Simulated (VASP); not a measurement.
Wanted: the native input for a VASP 6.6.1 run.

```
Task                   : relaxation of cell and atoms
Functional             : PBE
Potentials or basis    : VASP PAW PBE potentials, release 64 (Ge_d, Pt)
Cutoff                 : 520 eV
k mesh                 : 6 × 6 × 6
Occupations            : gaussian, width 0.1 eV
Spin                   : no spin polarisation
Further INCAR settings : ALGO = Normal; EDIFF = 1e-06; IBRION = 2; EDIFFG = -0.01; NSW = 90; ISIF = 3
```

The structure of GePt lies in POSCAR:

```
GePt
1.0
    5.1280000000      0.0000000000      0.0000000000
    0.0000000000      5.1280000000      0.0000000000
    0.0000000000      0.0000000000      5.1280000000
Ge Pt
4 4
Direct
    0.8118174700      0.8118174700      0.8118174700
    0.6881825300      0.1881825300      0.3118174700
    0.1881825300      0.3118174700      0.6881825300
    0.3118174700      0.6881825300      0.1881825300
    0.1955928200      0.1955928200      0.1955928200
    0.3044071800      0.8044071800      0.6955928200
    0.8044071800      0.6955928200      0.3044071800
    0.6955928200      0.3044071800      0.8044071800
```

The cell was built by a generator and needn't be a form met in nature.

One way to write it, as run:

INCAR

```
SYSTEM = GePt
ALGO = Normal ; EDIFF = 1E-6
EDIFFG = -0.01 ; ENCUT = 520
GGA = PE ; IBRION = 2
ISIF = 3 ; ISMEAR = 0
KPAR = 4 ; LASPH = .TRUE.
LCHARG = .FALSE. ; LREAL = .FALSE.
LWAVE = .FALSE. ; NELM = 120
NSW = 90 ; PREC = Accurate
SIGMA = 0.1
```

KPOINTS

```
k-points
0
G
  6 6 6
  0 0 0
```

Potentials or basis: VASP PAW PBE potentials, release 64 (Ge_d, Pt).

The run is started by

```console
$ cat potpaw_PBE.64/Ge_d/POTCAR potpaw_PBE.64/Pt/POTCAR > POTCAR
$ mpirun -np 4 vasp_std > vasp.out
```

It gave:

```yaml
Relaxed_volume: 16.81 Å³/atom
Relaxed_cell: a = 5.123 Å, b = 5.123 Å, c = 5.123 Å, α = 90.00°, β = 90.00°, γ = 90.00°
Space_group_after_relaxing_to_0.05_Å: P2_13 (No. 198)
Energy_gained_by_relaxing: 0.6 meV/atom
Ionic_steps: 26
Pressure_after_relaxing: 0.0 GPa
Largest_force_after_relaxing: 0.004 eV/Å
Band_gap_on_the_k_mesh: none (metal or under the smearing width)
```

Run time: 5.5 min on 4 MPI ranks on AMD EPYC 9R45 96-Core Processor (Zen 5) (shared host), peak memory 0.33 GiB a rank.
